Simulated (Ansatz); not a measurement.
**Sn in Ansatz: the effect of functional**

Sn:

```xyz
1
Lattice="-1.7493 1.7989 2.3691 1.7493 -1.7989 2.3691 1.7493 1.7989 -2.3691" Properties=species:S:1:pos:R:3 pbc="T T T"
Sn    0.0000    0.0000    0.0000
```

This isn't the form of Sn at room conditions, which is tetragonal (white tin).

The cell isn't the ideal one: volume scaled by 1.04.

Alike in all runs:

```yaml
Program: Ansatz 0.2.0
Task: single point
Potentials_or_basis: Ansatz PAW
k_mesh: 11 × 11 × 11
Occupations: fermi-dirac, width 0.05 eV
Spin: no spin polarisation
```

```tsv
functional	cutoff	pressure (GPa)
LDA	420 eV (not typed: the program's choice for these potentials)	-6.1
PBEsol	420 eV (not typed: the program's choice for these potentials)	-5.0
r2SCAN	500 eV (not typed: the program's choice for these potentials)	?
```

What does the run with functional r2SCAN give?

Pressure -3.7 GPa.

Caveats: the PAW data sets come from PBE, with cores solved anew for the run's functional, which leaves a small shift of forces and pressure.
